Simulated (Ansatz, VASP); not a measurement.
## Two plane-wave programs on CuAu

```
Au Cu
1.0
     2.81746    0.00000    0.00000
     0.00000    2.81746    0.00000
     0.00000    0.00000    3.65948
Au Cu
1 1
Direct
  0.00000 0.00000 0.00000
  0.50000 0.50000 0.50000
```

Alike in both runs: functional r2SCAN; k mesh 11 × 11 × 9; no spin polarisation.

Ansatz relaxed the structure, and its values are those at the end. VASP's run is a single point on that final structure, the one shown.

|  | VASP | Ansatz |
| --- | --- | --- |
| version | VASP 6.6.1 | Ansatz 0.2.0 |
| potentials or method | VASP PAW PBE potentials, release 64 (Au, Cu) | PAW plane waves |
| plane-wave cutoff (eV) | 520 | 500 |
| occupations | methfessel-paxton of order 1, width 0.1892 eV | cold, width 0.1892 eV |
| valence electrons in the cell | 22 | 38 |

VASP gave:

```
pressure (GPa) : 0.1
```

Question: What did Ansatz give for the same quantities?

Answer: Pressure (GPa): 0.0.

The two sets of potentials don't hold the same shells in valence.

Caveats: the PAW data sets were made with another functional, which shifts forces and pressure a little (VASP). Spin-orbit coupling is left out, which matters for the levels of Au.
